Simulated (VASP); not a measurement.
KTaO3:

```
CELL_PARAMETERS angstrom
3.98830 0.00000 0.00000
0.00000 3.98830 0.00000
0.00000 0.00000 3.98830
ATOMIC_POSITIONS crystal
Ta 0.00000 0.00000 0.00000
K 0.50000 0.50000 0.50000
O 0.00000 0.00000 0.50000
O 0.00000 0.50000 0.00000
O 0.50000 0.00000 0.00000
```

```yaml
Program: VASP 6.6.1
Task: relaxation of cell and atoms
Functional: PBE
Potentials_or_basis: VASP PAW PBE potentials, release 64 (Ta_pv, K_sv, O)
Cutoff: 600 eV
k_mesh: 6 × 6 × 6
Occupations: gaussian, width 0.02 eV
Spin: no spin polarisation
```

At the start: pressure 5.9 GPa; volume 12.69 Å³/atom.

How do energy, volume and symmetry change on relaxing?

Over 3 steps the energy falls by 6.8 meV/atom and the volume is 13.07 Å³/atom (+3.0 %); space group Pm-3m (No. 221, to 0.05 Å).

The path:
```csv
step,energy change (eV),largest force (eV/Å),pressure (GPa),volume (Å³)
1,0.0000,0.0000,5.90,63.44
2,0.0186,0.0000,-6.49,67.83
3,-0.0339,0.0000,-0.04,65.34
```

Final structure:
```xyz
5
Lattice="4.0278 0.0000 0.0000 0.0000 4.0278 0.0000 0.0000 0.0000 4.0278" Properties=species:S:1:pos:R:3 pbc="T T T"
Ta    0.0000    0.0000    0.0000
K     2.0139    2.0139    2.0139
O     0.0000    0.0000    2.0139
O     0.0000    2.0139    0.0000
O     2.0139    0.0000    0.0000
```
